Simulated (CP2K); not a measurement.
Runs of CP2K 2026.2 on MoS2. The cell holds a slab with vacuum, 3 atoms: a = 3.184 Å, b = 3.184 Å, c = 17.335 Å, α = 90.00°, β = 90.00°, γ = 120.00°. 

```tsv
task	level	potentials or basis	U	k mesh	ADDED_MOS	points a segment of the path (NPOINTS)	bands added on the path	PLUS_U_METHOD	shape of the broadening	gap on the mesh (eV)	largest force (eV/Å)
band structure	PBEsol	GTH_POTENTIALS Mo GTH-PBE-q14, S GTH-PBE-q6; SZV-MOLOPT-SR-GTH basis	-	10 × 10 × 2	[5]	8	4	-	-	1.03	0.07
projected density of states	PBEsol+U	GTH_POTENTIALS Mo GTH-PBE-q14, S GTH-PBE-q6; DZVP-MOLOPT-SR-GTH basis	Mo d U = 2.0 eV	7 × 7 × 2	[15]	-	-	MULLIKEN	GAUSSIAN	(b)	(a)
band structure	PBEsol	POTENTIAL_UZH Mo GTH-PBE-q14, S GTH-PBE-q6; TZVP-MOLOPT-PBE-GTH basis	-	10 × 10 × 2	[15]	8	4	-	-	1.73	0.14
band structure	PBEsol	GTH_POTENTIALS Mo GTH-PBE-q14, S GTH-PBE-q6; TZVP-MOLOPT-SR-GTH, TZVP-MOLOPT-GTH basis	-	10 × 10 × 2	[15]	8	4	-	-	1.74	0.02
band structure	PBEsol	POTENTIAL_UZH Mo GTH-PBE-q14, S GTH-PBE-q6; ccGRB-D basis	-	10 × 10 × 2	[15]	8	4	-	-	1.68	0.45
```

Alike in all rows: no spin polarisation; cell as given; smearing fermi-dirac 0.05 eV.

Q: Estimate the missing entries.

A: (a) 0.06; (b) 1.61.

Caveats: the potentials were made for another functional, which shifts forces and pressure; the basis of atomic orbitals isn't converged, which shifts pressures, moduli and gaps; a minimal basis gives rough bond lengths, pressures and levels (some runs); this program's U acts on Mulliken populations of all basis functions of the shell, so it isn't the U of plane-wave codes (some runs); energies scatter by some meV and the pressure isn't listed (some runs).

A k mesh can miss the band edges, and the runs leave out spin-orbit coupling on Mo.

Runs at the PBE level aren't shown here.
